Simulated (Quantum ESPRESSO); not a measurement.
HfN:

```xyz
2
Lattice="0.0000 2.2560 2.2560 2.2560 0.0000 2.2560 2.2560 2.2560 0.0000" Properties=species:S:1:pos:R:3 pbc="T T T"
Hf    0.0000    0.0000    0.0000
N     2.2560    2.2560    2.2560
```

```yaml
Program: Quantum ESPRESSO 7.5
Task: phonons
Functional: PBEsol
Potentials_or_basis: PseudoDojo 0.4.1 SR PBEsol standard
Cutoff: 1143 eV
Density_cutoff: 4572 eV
k_mesh: 8 × 8 × 8
Occupations: cold, width 0.2 eV
Spin: no spin polarisation
Mixing_beta: 0.5
Most_SCF_iterations: 120
SCF_threshold: 4e-10 Ry
```

The cell and the atoms were relaxed first, to 11.38 Å³/atom (a = 3.181 Å, b = 3.181 Å, c = 3.181 Å, α = 60.00°, β = 60.00°, γ = 60.00°), and the response was taken there.

Which optical modes does the crystal have at the zone centre, and which show in infrared and Raman spectra?

The optical modes are T1u. Infrared active: T1u. None is Raman active.

Optical modes at Γ, degenerate ones joined:
| cm⁻¹ | components | symmetry | active in |
| --- | --- | --- | --- |
| 503 | 3 | T1u | IR |

Caveat: the mesh is thin for the phonons of a metal.
